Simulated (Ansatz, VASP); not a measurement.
Zr3S in VASP and in Ansatz

INCAR

```
SYSTEM = Zr3S
  PREC = Accurate
  ENCUT = 600
  EDIFF = 1E-7
  ISMEAR = 0
  SIGMA = 0.1
  LREAL = .False.
  LASPH = .True.
  NELM = 60
  ALGO = Normal
  ISIF = 3
  LWAVE = .False.
  LCHARG = .False.
  GGA = PE
  IBRION = 2
  NSW = 90
  EDIFFG = -0.04
```

KPOINTS

```
Automatic mesh
0
Gamma
  4 4 4
  0 0 0
```

The input POSCAR:

```
Zr3S
1.0
    4.0856315963      0.0000000000      0.0000000000
    0.0000000000      4.0856315963      0.0000000000
    0.0000000000      0.0000000000      4.0856315963
Zr S
3 1
Direct
    0.0000000000      0.5000000000      0.5000000000
    0.5000000000      0.0000000000      0.5000000000
    0.5000000000      0.5000000000      0.0000000000
    0.0000000000      0.0000000000      0.0000000000
```

Input for Ansatz:

```yaml
crystal:
  lattice:
    - [4.0856315963, 0.0, 0.0]
    - [0.0, 4.0856315963, 0.0]
    - [0.0, 0.0, 4.0856315963]
  atoms:
    - { symbol: Zr, position: [0.0, 0.5, 0.5] }
    - { symbol: Zr, position: [0.5, 0.0, 0.5] }
    - { symbol: Zr, position: [0.5, 0.5, 0.0] }
    - { symbol: S, position: [0.0, 0.0, 0.0] }
basis:
  ecutwfc: 420
kpoints:
  mp_grid: { grid: [4, 4, 4] }
hamiltonian:
  xc: pbe
scf:
  occupations: { method: gaussian, width: 0.1 }
  lower_state_search: "off"
output:
  forces: true
  stress: true
  eigenvalues: true
relax:
  adjacent_minimum: "off"
  f_tol: 0.04
  max_steps: 70
  cell: { stress_tol: 0.4 }
```

Alike in both runs: task relaxation of cell and atoms; functional PBE; k mesh 4 × 4 × 4; occupations gaussian, width 0.1 eV; no spin polarisation.

|  | VASP | Ansatz |
| --- | --- | --- |
| version | VASP 6.6.1 | Ansatz 0.2.0 |
| potentials or method | VASP PAW PBE potentials, release 64 (Zr_sv, S) | scalar-relativistic, plane waves, PAW |
| plane-wave cutoff (eV) | 600 | 420 |
| valence electrons in the cell | 42 | 42 |

Ansatz gave:

| Quantity | Value |
| --- | --- |
| gap on the k mesh at the Fermi level, each at its own relaxed structure (eV) | none |
| relaxed volume (Å³/atom) | 19.19 |
| relaxed cell length with the largest relative difference (Å) | 4.250 |
| energy change over the relaxation (meV/atom) | -95 |

Q: Estimate VASP's values.

A: gap on the k mesh at the Fermi level, each at its own relaxed structure (eV): none; relaxed volume (Å³/atom): 19.25; relaxed cell length with the largest relative difference (Å): 4.255; energy change over the relaxation (meV/atom): -96.

A gap of «none» marks a metal or a gap that the smearing closes.

Caveats: the k mesh is coarse (spacing up to 0.38 Å⁻¹), so the values aren't converged.
